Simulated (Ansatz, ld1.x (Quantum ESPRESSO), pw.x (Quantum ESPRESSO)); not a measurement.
## molybdenum: one change to the TM potential, in the atom and in the fcc crystal

```
Element                 : molybdenum
Generator               : ld1.x (Quantum ESPRESSO) 7.5
Type                    : norm-conserving Troullier–Martins (Kleinman–Bylander form)
Functional              : PBE
Relativity              : scalar-relativistic
Frozen core             : [Kr]
Valence charge          : 6
Reference configuration : 4d5 5s0 5p0 (charge +1)
Partial waves           : 5s (bound, empty): rc 2.75 bohr; 5p (bound, empty): rc 2.55 bohr; 4d (bound): rc 2.10 bohr
Local potential         : all-electron potential smoothed inside 2.35 bohr (lloc = -2)
Core correction         : none
```

Change: wave 5s (bound): rc 2.75 bohr becomes 5s (bound): rc 3.60 bohr.

Cutoffs, loose and tight: the cutoffs (Ry, on a coarse ladder) from which the occupation-weighted sum of valence levels, in a spherical-Bessel basis at the reference potential, stays within 10 and 1 mRy of its value at 400 Ry. They do not see the model core or the augmentation charge, which bear on the density cutoff. Test errors are all-electron minus pseudo excitation energies from the reference, over the configurations 4d5 5s1 5p0; 4d4 5s0 5p0; 4d3 5s0 5p0; 4d4 5s1 5p1; 4d5 5s0 5p1; 4d5.5 5s0.5 5p0; 4d4 5s2 5p0; variants that change the core or the reference have their own tests.

Crystal test: fcc Mo in pw.x 7.5, no spin, 14³ k-points, Fermi–Dirac smearing 0.01 Ry, cutoffs set for each file from its atomic test. The reference is all-electron LAPW (Ansatz 0.2.0) with the same functional, mesh and smearing; V0 and B0 come from Birch–Murnaghan fits to the pressures at five volumes. Errors are pseudo minus all-electron; Δ is the rms difference of the E(V) curves that follow from these fits, minima aligned, over ±6 % about the mean V0. Mesh and smearing are coarse, so the numbers serve the comparison and aren't converged zero-temperature values; the lattice is a test structure that the element need not adopt.

All-electron: a0 = 4.005 Å (V0 = 16.06 Å³/atom), B0 = 235.3 GPa.

**Question.** Does the change bring the crystal closer to the all-electron result?

**Answer.** The mean pressure error goes from -14.82 to -13.07 GPa, so the change moves the solid closer to the all-electron pressures. Neither pressure curve crosses zero within the volumes sampled, so no fits are given.

```tsv
quantity	base	changed
outcome (atom)	generated	generated
cutoff, loose (atom)	35 Ry	35 Ry
cutoff, tight (atom)	45 Ry	45 Ry
bound ghosts (atom)	none	none
largest test error (meV) (atom)	-142	-142
cutoffs in pw.x (Ry)	55/220	55/220
mean pressure error (GPa)	-14.82	-13.07
```

Base: This is a poor potential for the solid. Changed file: The largest radius (3.60 bohr) exceeds half the bond length (2.67 bohr), so the spheres overlap, which is one possible source of error among others. This is a poor potential for the solid. The logarithmic derivative shows an extra or strongly shifted pseudo pole above the reference energy (s near 0.56 Ry). The atomic cutoffs weigh occupied waves only.
